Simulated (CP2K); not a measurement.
PtS2:

```
Pt S
1.0
     3.54320    0.00000    0.00000
    -1.77160    3.06850    0.00000
     0.00000    0.00000    5.03880
Pt S
1 2
Direct
  0.00000 0.00000 0.00000
  0.66667 0.33333 0.77300
  0.33333 0.66667 0.22700
```

Program: CP2K 2026.2. Alike in all runs: task single point; no spin polarisation; cell as given; smearing fermi-dirac 0.05 eV. Hardware: 1 thread of Arm Neoverse V1, on a shared host.

Order these runs on this cell by their wall time, lowest first.
A. level WC; potentials or basis POTENTIAL_UZH Pt GTH-PBE-q18, S GTH-PBE-q6; TZVP-MOLOPT-PBE-GTH basis; k mesh 9 × 9 × 5; CUTOFF of the grids 675 Ry
B. level r2SCAN; potentials or basis POTENTIAL_UZH Pt GTH-PBE-q18, S GTH-PBE-q6; TZVP-MOLOPT-PBE-GTH basis; k mesh 9 × 9 × 5; CUTOFF of the grids 675 Ry
C. level LDA; potentials or basis GTH_POTENTIALS Pt GTH-PADE-q18, S GTH-PADE-q6; DZVP-MOLOPT-SR-GTH basis; k mesh 7 × 7 × 4; CUTOFF of the grids 450 Ry

C (17 s), A (36 s), B (94 s).

Runs at the PBE level aren't shown here.
